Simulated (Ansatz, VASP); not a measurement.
## AlN: VASP beside Ansatz

```xyz
4
Lattice="3.1130 0.0000 0.0000 -1.5565 2.6959 0.0000 0.0000 0.0000 4.9810" Properties=species:S:1:pos:R:3 pbc="T T T"
Al    1.5565    0.8986    2.4905
Al    0.0000    1.7973    0.0000
N     1.5565    0.8986    4.3833
N     0.0000    1.7973    1.8928
```

Alike in both runs: task relaxation of cell and atoms; functional PBE; k mesh 7 × 7 × 5; occupations fermi-dirac, width 0.05 eV; no spin polarisation.

|  | VASP | Ansatz |
| --- | --- | --- |
| version | VASP 6.6.1 | Ansatz 0.2.0 |
| potentials or method | VASP PAW PBE potentials, release 64 (Al, N) | Ansatz PAW |
| plane-wave cutoff (eV) | 600 | 420 |
| valence electrons in the cell | 16 | 16 |

```csv
,VASP,Ansatz,Ansatz less VASP
"gap on the k mesh at the Fermi level, each at its own relaxed structure (eV)",4.06,4.03,-0.032
relaxed volume (Å³/atom),10.62,10.65,+0.021
relaxed cell length with the largest relative difference (Å),3.127,3.130,+0.0030
energy change over the relaxation (meV/atom),-2,-3,-0.5
```

Caveats: odd divisions of the mesh miss points on the zone boundary, where band edges often lie, so the gap on the mesh can be too wide (Ansatz); the plane-wave basis is chosen anew once the cell has moved, so the energies of steps on either side of that aren't comparable (Ansatz); the pressure holds a Pulay correction of +0.5 GPa for the finite cutoff (Ansatz). Expect the measured gap to be larger: semilocal functionals such as PBE lack the derivative discontinuity. Zero-point motion and thermal expansion aren't in these numbers. PBE usually gives volumes a little too large and moduli too small.
